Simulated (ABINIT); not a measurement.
**HgSe: single point with r2SCAN**

Crystal: HgSe.

```
CELL_PARAMETERS angstrom
0.00000 3.03900 3.03900
3.03900 0.00000 3.03900
3.03900 3.03900 0.00000
ATOMIC_POSITIONS crystal
Hg 0.00000 0.00000 0.00000
Se 0.75000 0.75000 0.75000
```

```
Program             : ABINIT 10.8.3 (patched build)
Task                : single point
Functional          : r2SCAN
Potentials or basis : JTH PAW PBE v2.0
Cutoff              : 653 eV
k mesh              : 5 × 5 × 5
Occupations         : fermi-dirac, width 0.05 eV
Spin                : no spin polarisation
```

| Item | Value |
| --- | --- |
| Pressure | 3.2 GPa |
| Band gap on the k mesh | none (metal or under the smearing width) |
| Valence electrons inside the program's atomic spheres | Hg 9.97; Se 3.95 |

Levels at points of the mesh, in eV from the Fermi level:
```csv
k point,band 5,band 6,band 7,band 8,band 9,band 10,band 11,band 12,band 13
"(0.00, 0.00, 0.00)",-6.68,-6.68,-0.67,-0.03,-0.03,-0.03,5.90,5.90,5.90
```

Run time: 56 s on 1 thread of Arm Neoverse V2 (shared host), peak memory 0.16 GiB.

Caveat: the PAW data sets were made with another functional, which shifts forces and pressure a little. Spin-orbit coupling is left out, which matters for the levels of Hg.
